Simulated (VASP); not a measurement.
Wanted: the native input for a VASP 6.6.1 run.

```yaml
Task: relaxation of cell and atoms
Functional: PBEsol
Potentials_or_basis: VASP PAW PBE potentials, release 64 (Te, Mo_sv)
Cutoff: 600 eV
k_mesh: 12 × 12 × 2
Occupations: gaussian, width 0.02 eV
Spin: no spin polarisation
Dipole_correction: no
Further_INCAR_settings: ALGO = Fast; EDIFF = 1e-07; IBRION = 2; EDIFFG = -0.005; NSW = 100; ISIF = 3
```

The structure of Te2Mo lies in POSCAR:

```
Te2Mo
1.0
    3.5602328140      0.0000000000      0.0000000000
   -1.7801164070      3.0832520603      0.0000000000
    0.0000000000      0.0000000000     17.5240578200
Te Mo
2 1
Direct
    0.3333333300      0.6666666700      0.8978554500
    0.3333333300      0.6666666700      0.1021445500
    0.0000000000      0.0000000000      0.0000000000
```

The input as run:

INCAR

```
PREC = Accurate
ENCUT = 600
EDIFF = 1E-7
ISMEAR = 0
SIGMA = 0.02
LREAL = F
LASPH = T
NELM = 100
ALGO = Fast
ISIF = 3
LWAVE = F
LCHARG = F
GGA = PS
IBRION = 2
NSW = 100
EDIFFG = -0.005
```

KPOINTS

```
Automatic mesh
0
Gamma
  12 12 2
```

Potentials or basis: VASP PAW PBE potentials, release 64 (Te, Mo_sv).

Run with:

```sh
$ cat potpaw_PBE.64/Te/POTCAR potpaw_PBE.64/Mo_sv/POTCAR > POTCAR
$ mpirun -np 1 vasp_std > vasp.out
```

It gave:

| Property | Result |
| --- | --- |
| Relaxed volume | 62.00 Å³/atom |
| Relaxed cell | a = 3.491 Å, b = 3.491 Å, c = 17.622 Å, α = 90.00°, β = 90.00°, γ = 120.00° |
| Space group after relaxing (to 0.05 Å) | P-6m2 (No. 187) |
| Energy gained by relaxing | 9.8 meV/atom |
| Ionic steps | 5 |
| Largest force after relaxing | 0.004 eV/Å |
| Band gap on the k mesh | 1.20 eV, direct |

Caveat: the PAW data sets were made with another functional, which shifts forces and pressure a little; spin-orbit coupling is left out, which moves the levels of the heavy elements.

It took 6.1 min on 1 thread of Intel(R) Xeon(R) 6975P-C (Granite Rapids) (shared host), peak memory 0.46 GiB.
